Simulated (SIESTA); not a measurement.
**Cu in SIESTA: the effect of strain zz**

Crystal: Cu.

```
CELL_PARAMETERS angstrom
0.00000 1.80750 1.73520
1.80750 0.00000 1.73520
1.80750 1.80750 0.00000
ATOMIC_POSITIONS crystal
Cu 0.00000 0.00000 0.00000
```

The cell isn't the ideal one: cell strained along z.

Alike in all runs:

```yaml
Program: SIESTA 5.4.2
Task: band structure
Functional: PBEsol
Potentials_or_basis: PseudoDojo 0.4 standard (PBEsol files)
Basis: DZP (energy shift 0.003 Ry; two zetas on semicore shells)
Grid_cutoff: 800 Ry
Energy_shift: 0.003 Ry
k_mesh: 13 × 13 × 13
Occupations: fermi-dirac, width 0.05 eV
Spin: no spin polarisation
```

```tsv
strain zz	pressure (GPa)
-0.04	-1.1
-0.02	?
0	-7.4
0.02	-9.7
0.04	-12.0
```

Problem. What does the run with strain zz -0.02 give?

Solution. Pressure -4.2 GPa.

Worked out: A parabola through the other rows of the pressure, of slope -155 GPa per unit of strain zz there, gives -4.4 GPa, against the run's -4.2.

Caveats: short orbitals over semicore shells can move pressures by several GPa; the basis of atomic orbitals isn't converged, which shifts pressures, moduli and gaps.
